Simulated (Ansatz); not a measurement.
**Structures of Ga2H: which is lowest?**

Plane-wave DFT in Ansatz with scalar-relativistic PAW potentials, cutoff 420 eV, Γ-centred meshes chosen by cell and gap, Gaussian smearing with energies taken to zero width. Every cell was relaxed (cell and atoms) in a run of its own, within the symmetry of its start. Functional: PBE.

Relaxed structures (starts from databases or built by putting these elements on another compound's sites):
A. P6/mmm, 3 atoms in the computed cell, a = 2.819 Å, c = 6.271 Å; sites (symmetry × multiplicity) Ga 6mm × 2, H 6/mmm × 1; start: built
B. P4_2/mnm, 6 atoms in the computed cell, a = 5.770 Å, c = 2.778 Å; sites (symmetry × multiplicity) Ga m.2m × 4, H m.mm × 2; start: built

**Question.** Rank them by energy. Could pressure change the order?

**Answer.**
```csv
structure,group,E − E(lowest) (meV/atom),V (Å³/atom),gap on mesh (eV)
A,P6/mmm,0.0,14.39,0.00
B,P4_2/mnm,167,15.42,0.00
```

A is lowest, 167 meV/atom under B. The lowest is also the densest of these, so pressure wouldn't bring one of the others in at first order. Other structures may lie lower than all of these, and vibrations aren't counted.